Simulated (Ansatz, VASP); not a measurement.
## SiNi in VASP and in Ansatz

File INCAR:

```
ALGO     = Normal         # electronic algorithm
EDIFF    = 1E-7           # SCF threshold, eV
ENCUT    = 520            # plane-wave cutoff, eV
GGA      = PS             # functional
ISIF     = 2              # what is computed and relaxed
ISMEAR   = -1             # smearing method
ISPIN    = 2              # spin polarisation
KPAR     = 2            
LASPH    = T              # aspherical terms in the spheres
LCHARG   = F              # write CHGCAR
LMAXMIX  = 4              # l up to which the mixer works
LORBIT   = 11             # projections on sites
LREAL    = F              # projectors in reciprocal space
LWAVE    = F              # write WAVECAR
MAGMOM   = 1 1 1 1 0 0 0 0 # initial moments
NBANDS   = 42             # bands
NELM     = 150            # most SCF steps
PREC     = Accurate       # precision mode
SIGMA    = 0.05           # smearing width, eV
```

KPOINTS

```
k-points
0
Gamma
  6 6 6
```

File POSCAR:

```
SiNi
1.0
    4.5920241507      0.0000000000      0.0000000000
    0.0000000000      4.5920241507      0.0000000000
    0.0000000000      0.0000000000      4.5920241507
Ni Si
4 4
Direct
    0.1495040000      0.1495040000      0.1495040000
    0.6495040000      0.3504960000      0.8504960000
    0.8504960000      0.6495040000      0.3504960000
    0.3504960000      0.8504960000      0.6495040000
    0.8468300000      0.8468300000      0.8468300000
    0.3468300000      0.6531700000      0.1531700000
    0.1531700000      0.3468300000      0.6531700000
    0.6531700000      0.1531700000      0.3468300000
```

input.yaml

```yaml
crystal:
  lattice:
    - [4.5920241507, 0.0, 0.0]
    - [0.0, 4.5920241507, 0.0]
    - [0.0, 0.0, 4.5920241507]
  atoms:
    - { symbol: Ni, position: [0.149504, 0.149504, 0.149504], spin: 1.0 }
    - { symbol: Ni, position: [0.649504, 0.350496, 0.850496], spin: 1.0 }
    - { symbol: Ni, position: [0.850496, 0.649504, 0.350496], spin: 1.0 }
    - { symbol: Ni, position: [0.350496, 0.850496, 0.649504], spin: 1.0 }
    - { symbol: Si, position: [0.84683, 0.84683, 0.84683] }
    - { symbol: Si, position: [0.34683, 0.65317, 0.15317] }
    - { symbol: Si, position: [0.15317, 0.34683, 0.65317] }
    - { symbol: Si, position: [0.65317, 0.15317, 0.34683] }
hamiltonian:
  xc: pbesol
  pseudopotentials: { kind: paw }
magnetization:
  spin_polarized: true
kpoints:
  mp_grid: { grid: [6, 6, 6] }
scf:
  occupations: { method: fermi_dirac, width: 0.05 }
output:
  forces: true
  stress: true
  eigenvalues: true
```

Change from the starting cell: volume scaled by 1.06.

Alike in both runs: task single point; functional PBEsol; k mesh 6 × 6 × 6; occupations fermi-dirac, width 0.05 eV; collinear spin, ferromagnetic start.

|  | VASP | Ansatz |
| --- | --- | --- |
| version | VASP 6.6.1 | Ansatz 0.2.0 |
| potentials or method | VASP PAW PBE potentials, release 64 (Ni, Si) | Ansatz PAW |
| plane-wave cutoff (eV) | 520 | 420 |
| valence electrons in the cell | 56 | 88 |

Ansatz gave:

- gap on the k mesh at the Fermi level (eV): none
- pressure (GPa): -13.7
- rms of the force components (eV/Å): 0.037
- net moment per atom (μB): 0.00

Q: Estimate VASP's values.

A: gap on the k mesh at the Fermi level (eV): none; pressure (GPa): -13.4; rms of the force components (eV/Å): 0.037; net moment per atom (μB): 0.00.

Atom by atom the forces differ by 0.001 eV/Å (rms over components). A gap of «none» marks a metal or a gap that the smearing closes. With one functional, cell and mesh, what is left measures potentials, basis and numerics. The two sets of potentials don't hold the same shells in valence.

Caveats: the PAW data sets were made with another functional, which shifts forces and pressure a little (VASP); the PAW data sets come from PBE, with cores solved anew for the run's functional, which leaves a small shift of forces and pressure (Ansatz); the starting moments weren't kept (Ansatz).
